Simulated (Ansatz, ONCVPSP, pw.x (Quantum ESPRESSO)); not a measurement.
## pw.x on sc P: one setting changed

Potential: optimised norm-conserving Vanderbilt (ONCV), ONCVPSP 4.0.1.1 (patched build), PBE; core [Ne], reference 3s2 3p3; waves: 3s: rc 1.35 bohr, ncon 3, nbas 7, qcut 4.7 1/bohr, 2 projectors, debl 3.5 Ha; 3p: rc 2.00 bohr, ncon 5, nbas 8, qcut 4.6 1/bohr, 2 projectors, debl 3.35 Ha; d scattering state at 0.09 Ha: rc 1.55 bohr, ncon 4, nbas 7, qcut 7.3 1/bohr, 2 projectors, debl 2 Ha; local part: polynomial inside 0.95 bohr (lpopt 5, dvloc0 6 Ha); core correction: polynomial model core, fcfact 0.35.

The reference run (k-mesh 13³, cutoffs 50/200 Ry, Fermi–Dirac 0.01 Ry, mixing_beta 0.4, conv_thr 1e-9, no spin) gives 0.13 GPa at 14.621 Å³/atom, where all-electron LAPW gives 0.27 GPa. This run, with its own iteration cap, changes degauss to 0.002.

```
&control
  calculation='scf', prefix='x', pseudo_dir='./', outdir='./tmp', tstress=.true., disk_io='none'
/
&system
  ibrav=0, nat=1, ntyp=1, ecutwfc=50, ecutrho=200, nbnd=9,
  occupations='smearing', smearing='fd', degauss=0.002
/
&electrons
  conv_thr=1e-09, mixing_beta=0.4, electron_maxstep=50
/
ATOMIC_SPECIES
P 1.0 P.UPF
CELL_PARAMETERS angstrom
  2.44526365 0.00000000 0.00000000
  0.00000000 2.44526365 0.00000000
  0.00000000 0.00000000 2.44526365
ATOMIC_POSITIONS crystal
P 0.0000 0.0000 0.0000
K_POINTS automatic
13 13 13 0 0 0
```

```bash
pw.x < P.scf.in > P.scf.out
```

**Question.** How does the run end?

**Answer.** It converges in 6 iterations; the free energy moves by +8.1 meV/atom and the pressure by -0.21 GPa. In a metal, with Fermi–Dirac smearing, F lies below its zero-width value by a term in the square of the width.

```
Message from routine setup:
     using ibrav=0 with symmetry is DISCOURAGED, use correct ibrav instead
     lattice parameter (alat)  =       4.6209  a.u.
     unit-cell volume          =      98.6674 (a.u.)^3
     number of electrons       =         5.00
     number of Kohn-Sham states=            9
     kinetic-energy cutoff     =      50.0000  Ry
     charge density cutoff     =     200.0000  Ry
     scf convergence threshold =      1.0E-09
     Exchange-correlation= PBE
     number of k points=    84  Fermi-Dirac smearing, width (Ry)=  0.0020
     iteration #  1     ecut=    50.00 Ry     beta= 0.40
     total energy              =     -16.36856659 Ry
     estimated scf accuracy    <       0.00512449 Ry
     iteration #  2     ecut=    50.00 Ry     beta= 0.40
     total energy              =     -16.36870069 Ry
     estimated scf accuracy    <       0.00185581 Ry
     iteration #  3     ecut=    50.00 Ry     beta= 0.40
     total energy              =     -16.36871393 Ry
     estimated scf accuracy    <       0.00000037 Ry
     iteration #  4     ecut=    50.00 Ry     beta= 0.40
     total energy              =     -16.36871478 Ry
     estimated scf accuracy    <       0.00000013 Ry
     iteration #  5     ecut=    50.00 Ry     beta= 0.40
     total energy              =     -16.36871481 Ry
     estimated scf accuracy    <          2.4E-09 Ry
     iteration #  6     ecut=    50.00 Ry     beta= 0.40
     the Fermi energy is    11.1168 ev
!    total energy              =     -16.36871481 Ry
     estimated scf accuracy    <          2.5E-10 Ry
     smearing contrib. (-TS)   =      -0.00005789 Ry
     The total energy is F=E-TS. E is the sum of the following terms:
     one-electron contribution =       5.34994777 Ry
     hartree contribution      =       0.42267822 Ry
     xc contribution           =      -6.79086076 Ry
     ewald contribution        =     -15.35042215 Ry
     convergence has been achieved in   6 iterations
          total   stress  (Ry/bohr**3)                   (kbar)     P=       -0.75
     Message from routine punch:
     Nothing written, as per user request (disk_io='none')
```

The run took about 5.7 s on one core of a shared host (Intel(R) Xeon(R) Platinum 8488C, 96 threads, 372 GiB, load 52).
